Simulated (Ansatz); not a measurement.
Set up this calculation in Ansatz 0.2.0, as the native input.

```yaml
Task: relaxation of cell and atoms
Functional: BLYP
Dispersion: D3(BJ)
Potentials_or_basis: Ansatz PAW
Cutoff: "420 eV (not typed: the program's choice for these potentials)"
k_mesh: 8 × 8 × 4
Occupations: fermi-dirac, width 0.05 eV
Spin: no spin polarisation
```

TiO2:

```
CELL_PARAMETERS angstrom
6.15358 -1.88347 0.00000
6.15358 1.88347 0.00000
-1.92833 0.00000 6.32897
ATOMIC_POSITIONS crystal
Ti 0.90007 0.90007 0.28960
Ti 0.19529 0.19529 0.28376
Ti 0.09993 0.09993 0.71040
Ti 0.80471 0.80471 0.71624
O 0.36193 0.36193 0.29340
O 0.26349 0.26349 0.65250
O 0.86719 0.86719 0.99529
O 0.73651 0.73651 0.34750
O 0.94165 0.94165 0.63002
O 0.13281 0.13281 0.00471
O 0.63807 0.63807 0.70660
O 0.05835 0.05835 0.36998
```

The cell comes from a database or a generator and needn't be the stable form of this composition.

One way to write it, as run:

input.yaml

```yaml
crystal:
  lattice:
    - [6.1535771931, -1.8834685, 0.0]
    - [6.1535771931, 1.8834685, 0.0]
    - [-1.9283261078, 0.0, 6.3289668713]
  atoms:
    - { symbol: Ti, position: [0.900071, 0.900071, 0.289602] }
    - { symbol: Ti, position: [0.195286, 0.195286, 0.283762] }
    - { symbol: Ti, position: [0.099929, 0.099929, 0.710398] }
    - { symbol: Ti, position: [0.804714, 0.804714, 0.716238] }
    - { symbol: O, position: [0.361931, 0.361931, 0.293397] }
    - { symbol: O, position: [0.2634885, 0.2634885, 0.6525] }
    - { symbol: O, position: [0.8671885, 0.8671885, 0.995291] }
    - { symbol: O, position: [0.7365115, 0.7365115, 0.3475] }
    - { symbol: O, position: [0.9416475, 0.9416475, 0.630021] }
    - { symbol: O, position: [0.1328115, 0.1328115, 0.004709] }
    - { symbol: O, position: [0.638069, 0.638069, 0.706603] }
    - { symbol: O, position: [0.0583525, 0.0583525, 0.369979] }
hamiltonian:
  xc: blyp
  pseudopotentials: { kind: paw }
  dispersion: d3bj
kpoints:
  mp_grid: { grid: [8, 8, 4] }
scf:
  occupations: { method: fermi_dirac, width: 0.05 }
output:
  forces: true
  stress: true
  write_density: true
  write_potential: true
  elf: true
  volumetric_format: npy
relax:
  f_tol: 0.01
  max_steps: 40
  cell: { stress_tol: 0.05 }
```

Potentials or basis: Ansatz PAW.

Launch:

```console
$ ansatz run input.yaml --threads 4 --pin off --max-ram 11264MiB --backend cpu --events-out ev --progress --plain --runs-dir out
```

Results of the run:

```json
{"Relaxed volume": "12.02 Å³/atom", "Relaxed cell": "a = 6.393 Å, b = 6.393 Å, c = 6.625 Å, α = 106.40°, β = 106.40°, γ = 33.89°", "Space group after relaxing (to 0.05 Å)": "C2/m (No. 12)", "Energy gained by relaxing": "3.2 meV/atom", "Ionic steps": "10", "Pressure after relaxing": "0.0 GPa", "Band gap on the k mesh": "2.80 eV, indirect (least direct gap 3.00 eV)"}
```

Caveat: the plane-wave basis is chosen anew once the cell has moved, so the energies of steps on either side of that aren't comparable; the pressure holds a Pulay correction of +0.8 GPa for the finite cutoff; the PAW data sets come from PBE, with cores solved anew for the run's functional, which leaves a small shift of forces and pressure.

Wall time 5.6 min on 4 threads of Intel(R) Xeon(R) Processor @ 2.50GHz (Skylake/Cascade Lake), with other jobs on the host, peak memory 0.94 GiB.
